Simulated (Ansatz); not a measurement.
Write the native input for Ansatz 0.2.0 that does the following.

- Task: single point
- Functional: PBE
- Potentials or basis: Ansatz PAW
- Cutoff: 420 eV (not typed: the program's choice for these potentials)
- k mesh: 7 × 7 × 5
- Occupations: gaussian, width 0.013 eV
- Spin: no spin polarisation

Crystal: Te.

```
CELL_PARAMETERS angstrom
4.45400 0.00000 0.00000
-2.22700 3.85728 0.00000
0.00000 0.00000 5.92400
ATOMIC_POSITIONS crystal
Te 0.73100 0.73100 0.00000
Te 0.00000 0.26900 0.66667
Te 0.26900 0.00000 0.33333
```

The input as run:

input.yaml

```yaml
crystal:
  lattice:
    - [4.454, 0.0, 0.0]
    - [-2.227, 3.8572771485, 0.0]
    - [0.0, 0.0, 5.924]
  atoms:
    - { symbol: Te, position: [0.731, 0.731, 0.0] }
    - { symbol: Te, position: [0.0, 0.269, 0.6666666667] }
    - { symbol: Te, position: [0.269, 0.0, 0.3333333333] }
hamiltonian:
  xc: pbe
  pseudopotentials: { kind: paw }
kpoints:
  mp_grid: { grid: [7, 7, 5] }
scf:
  occupations: { method: gaussian, width: 0.013 }
output:
  forces: true
  stress: true
  eigenvalues: true
```

Potentials or basis: Ansatz PAW.

Run with:

```bash
$ ansatz run input.yaml --threads 2 --pin off --max-ram 5632MiB --backend cpu --events-out ev --progress --plain --runs-dir out
```

It gave:

The pressure is 1.4 GPa. The largest force is 0.148 eV/Å and the band gap on the k mesh is 0.63 eV, indirect (least direct gap 0.80 eV).

Caveat: odd divisions of the mesh miss points on the zone boundary, where band edges often lie, so the gap on the mesh can be too wide; spin-orbit coupling is left out, which moves the levels of the heavy elements.

Wall time 4.5 s on 2 threads of AMD EPYC 7R43 64-Core Processor (Zen 3), on a shared host, peak memory 0.41 GiB.
